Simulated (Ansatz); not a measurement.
**PbO2: changing the functional**

The cell as given:

```cif
data_structure
_symmetry_space_group_name_H-M 'P4_2/mnm'
_symmetry_Int_Tables_number 136
_cell_length_a 4.9950
_cell_length_b 4.9950
_cell_length_c 3.4090
_cell_angle_alpha 90.000
_cell_angle_beta 90.000
_cell_angle_gamma 90.000
_cell_volume 85.05
loop_
_atom_site_label
_atom_site_type_symbol
_atom_site_symmetry_multiplicity
_atom_site_Wyckoff_symbol
_atom_site_fract_x
_atom_site_fract_y
_atom_site_fract_z
_atom_site_occupancy
Pb1 Pb 2 a 0.50000 0.50000 0.50000 1
O1 O 4 f 0.69257 0.69257 0.00000 1
```

The cell is a database's computed one, not the measured one.

Kept alike: task relaxation of cell and atoms; k mesh 6 × 6 × 8; occupations fermi-dirac, width 0.05 eV; no spin polarisation. Program: Ansatz, Ansatz PAW. Cutoffs run from 420 to 500 eV. The mesh is that of the run's cell of 6 atoms. No spin-orbit coupling.

```csv
functional,volume (Å³/atom),first edge of the run's cell (Å),third edge of the run's cell (Å)
LDA,13.771,4.937,3.389
PBE,14.813,5.081,3.443
PBEsol,14.201,4.998,3.411
r2SCAN,14.103,4.986,3.403
```

The relaxations keep at least the cell's symmetry (P4_2/mnm). Relaxations stop with a little pressure left, so the last digits of a volume or edge aren't settled. Ansatz's relaxations hold a Pulay term in the stress (up to 0.8 GPa here). All rows use potentials made for PBE.

The volume runs from 13.771 (LDA) to 14.813 Å³/atom (PBE). From PBE: LDA -1.042; PBEsol -0.612; r2SCAN -0.710. The first edge of the run's cell runs from 4.937 (LDA) to 5.081 Å (PBE). From PBE: LDA -0.144; PBEsol -0.083; r2SCAN -0.095. The third edge of the run's cell runs from 3.389 (LDA) to 3.443 Å (PBE). From PBE: LDA -0.054; PBEsol -0.032; r2SCAN -0.040.
